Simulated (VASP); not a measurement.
Crystal: PtS2.

```
Pt S
1.0
     3.54320    0.00000    0.00000
    -1.77160    3.06850    0.00000
     0.00000    0.00000    5.03880
Pt S
1 2
Direct
  0.00000 0.00000 0.00000
  0.66667 0.33333 0.77300
  0.33333 0.66667 0.22700
```

| Property | Result |
| --- | --- |
| Program | VASP 6.6.1 |
| Task | relaxation of cell and atoms |
| Functional | PBE |
| Dispersion | D4 |
| Potentials or basis | VASP PAW PBE potentials, release 64 (Pt, S) |
| Cutoff | 600 eV |
| k mesh | 9 × 9 × 5 |
| Occupations | fermi-dirac, width 0.05 eV |
| Spin | no spin polarisation |

At the start: pressure 7.5 GPa; volume 18.26 Å³/atom.

Q: Where does the relaxation end?

A: Over 25 steps the energy falls by 43.1 meV/atom and the volume is 17.41 Å³/atom (-4.7 %); space group P-3m1 (No. 164, to 0.05 Å).

Step by step:
```
step  energy change (eV)  largest force (eV/Å)  pressure (GPa)  volume (Å³)
   1              0.0000                1.2515            7.50        54.78
   2              0.1434                0.9320          -11.52        61.85
   3             -0.0818                0.3074           -1.05        57.27
   4             -0.0818                0.3305           -0.91        57.20
   5             -0.0948                0.2160           -0.65        56.71
   6             -0.1018                0.0602           -0.29        56.06
   7             -0.1053                0.0875           -0.04        55.68
   8             -0.1137                0.1644            0.77        54.53
   9             -0.1183                0.3247            2.77        52.22
  10             -0.1188                0.3194            2.72        52.19
  11             -0.1202                0.3018            2.57        52.08
  12             -0.1225                0.2670            2.31        51.88
  13             -0.1252                0.1995            1.82        51.47
  14             -0.1218                0.0580            0.98        50.62
  15             -0.1253                0.1694            1.61        51.25
  16             -0.1264                0.1482            1.34        51.39
  17             -0.1285                0.0846            0.54        51.83
  18             -0.1280                0.0410           -0.95        52.71
  19             -0.1290                0.0346           -0.07        52.20
  20             -0.1290                0.0298           -0.12        52.22
  21             -0.1290                0.0261           -0.11        52.21
  22             -0.1291                0.0205           -0.04        52.21
  23             -0.1292                0.0080            0.05        52.20
  24             -0.1292                0.0148            0.03        52.21
  25             -0.1292                0.0047           -0.03        52.22
```

Final structure:
```cif
data_structure
_symmetry_space_group_name_H-M 'P 1'
_symmetry_Int_Tables_number 1
_cell_length_a 3.5796
_cell_length_b 3.5796
_cell_length_c 4.7058
_cell_angle_alpha 90.000
_cell_angle_beta 90.000
_cell_angle_gamma 120.000
_cell_volume 52.22
loop_
_atom_site_label
_atom_site_type_symbol
_atom_site_fract_x
_atom_site_fract_y
_atom_site_fract_z
_atom_site_occupancy
Pt1 Pt 0.00000 0.00000 0.00000 1
S1 S 0.66667 0.33333 0.74353 1
S2 S 0.33333 0.66667 0.25647 1
```
